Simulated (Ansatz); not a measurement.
Take AlSb in the zinc blende structure (space group F-43m, No. 216; a = 6.177 Å) as the base.

Structures relaxed with r2SCAN in Ansatz (plane waves to 500 eV, PAW, no spin-orbit coupling), earlier PAW set.

Base:

Simulated powder pattern, Cu Kα1, λ = 1.54056 Å (kinematic, ideal powder, no thermal factors, no anomalous dispersion; the 8 strongest lines at most, above 2 %, up to 2θ = 90°):

```csv
2θ (°),I/Imax (%),hkl
24.95,100,(111)
28.88,29,(200)
41.30,55,(220)
48.86,47,(311)
65.85,19,(331)
67.79,10,(420)
75.30,18,(422)
80.77,14,(511)
```

The change: hydrostatic tension (pressure −1 GPa).

Question: Where do the lines fall after the change?

Answer: 
Simulated powder pattern, Cu Kα1, λ = 1.54056 Å (kinematic, ideal powder, no thermal factors, no anomalous dispersion; the 8 strongest lines at most, above 2 %, up to 2θ = 90°):

```csv
2θ (°),d (Å),I/Imax (%),hkl
24.78,3.589,100,(111)
28.69,3.108,29,(200)
41.03,2.198,55,(220)
48.53,1.874,48,(311)
65.38,1.426,19,(331)
67.30,1.390,10,(420)
74.74,1.269,18,(422)
80.15,1.196,14,(511)
```

The indices refer to the base's conventional cell; one index is shown for lines that coincide.

Load acts through the strain it causes; cell and atoms are relaxed under it. Stability against distortions was not tested.

Ansatz is a quantum-chemistry and plane-wave program.
